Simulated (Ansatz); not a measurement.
**Nb in Ansatz: the effect of functional**

Crystal: Nb.

```xyz
1
Lattice="-1.6640 1.6640 1.6640 1.6640 -1.6640 1.6640 1.6640 1.6640 -1.6640" Properties=species:S:1:pos:R:3 pbc="T T T"
Nb    0.0000    0.0000    0.0000
```

Alike in all runs:

| Quantity | Value |
| --- | --- |
| Program | Ansatz 0.2.0 |
| Task | projected density of states |
| Potentials or basis | Ansatz PAW |
| k mesh | 6 × 6 × 6 |
| Occupations | fermi-dirac, width 0.05 eV |
| Spin | no spin polarisation |

| functional | cutoff | pressure (GPa) |
| --- | --- | --- |
| LDA | 420 eV (not typed: the program's choice for these potentials) | -14.8 |
| PBEsol | 420 eV (not typed: the program's choice for these potentials) | ? |
| RPBE | 420 eV (not typed: the program's choice for these potentials) | -2.4 |
| revPBE | 420 eV (not typed: the program's choice for these potentials) | -3.2 |
| BLYP | 420 eV (not typed: the program's choice for these potentials) | 1.0 |
| r2SCAN | 500 eV (not typed: the program's choice for these potentials) | -6.7 |
| HSE06 | 420 eV (not typed: the program's choice for these potentials) | -9.2 |
| PBE0 | 420 eV (not typed: the program's choice for these potentials) | -9.3 |
| r2SCAN0 | 500 eV (not typed: the program's choice for these potentials) | -9.9 |

**Question.** What does the run with functional PBEsol give?

**Answer.** Pressure -11.1 GPa.

Caveats: all runs use coarse meshes; the PAW data sets come from PBE, with cores solved anew for the run's functional, which leaves a small shift of forces and pressure; the thresholds are loose for stress (some runs).

Runs at the PBE level aren't shown here.
